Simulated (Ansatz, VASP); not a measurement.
One calculation of ZrS, two programs

Contents of INCAR:

```
PREC = Accurate
ENCUT = 520
EDIFF = 1E-6
ISMEAR = 0
SIGMA = 0.15
LREAL = F
LASPH = T
NELM = 100
ALGO = Normal
ISIF = 2
LWAVE = F
LCHARG = F
GGA = PS
NBANDS = 16
```

File KPOINTS:

```
regular mesh
0
Gamma
  20 20 20
```

Contents of POSCAR:

```
ZrS
1.0
   -0.0968653256      2.5830753500      2.5830753500
    2.5830753500     -0.0968653256      2.5830753500
    2.4862100244      2.4862100244      0.0000000000
Zr S
1 1
Direct
    0.0000000000      0.0000000000      0.0000000000
    0.5000000000      0.5000000000      0.5000000000
```

Input for Ansatz:

```yaml
crystal:
  lattice:
    - [-0.0968653256, 2.58307535, 2.58307535]
    - [2.58307535, -0.0968653256, 2.58307535]
    - [2.4862100244, 2.4862100244, 0.0]
  atoms:
    - { symbol: Zr, position: [0.0, 0.0, 0.0] }
    - { symbol: S, position: [0.5, 0.5, 0.5] }
basis:
  ecutwfc: 420
kpoints:
  mp_grid: { grid: [20, 20, 20] }
hamiltonian:
  xc: pbesol
scf:
  occupations: { method: gaussian, width: 0.15 }
output:
  forces: true
  stress: true
  eigenvalues: true
```

Change from the starting cell: strain -0.0750 x Voigt [0, 0, 0, 0, 0, 1], atoms carried along.

Alike in both runs: task single point; functional PBEsol; k mesh 20 × 20 × 20; occupations gaussian, width 0.15 eV; no spin polarisation.

|  | VASP | Ansatz |
| --- | --- | --- |
| version | VASP 6.6.1 | Ansatz 0.2.0 |
| potentials or method | VASP PAW PBE potentials, release 64 (Zr_sv, S) | scalar-relativistic, plane waves, PAW |
| plane-wave cutoff (eV) | 520 | 420 |
| valence electrons in the cell | 18 | 18 |

|  | VASP | Ansatz | Ansatz less VASP |
| --- | --- | --- | --- |
| gap on the k mesh at the Fermi level (eV) | none | none | - |
| pressure (GPa) | 0.5 | 0.2 | -0.24 |
| largest component of the traceless stress (GPa) | 1.98 | 2.03 | +0.047 |

A gap of «none» marks a metal or a gap that the smearing closes.

Caveats: the PAW data sets were made with another functional, which shifts forces and pressure a little (VASP).
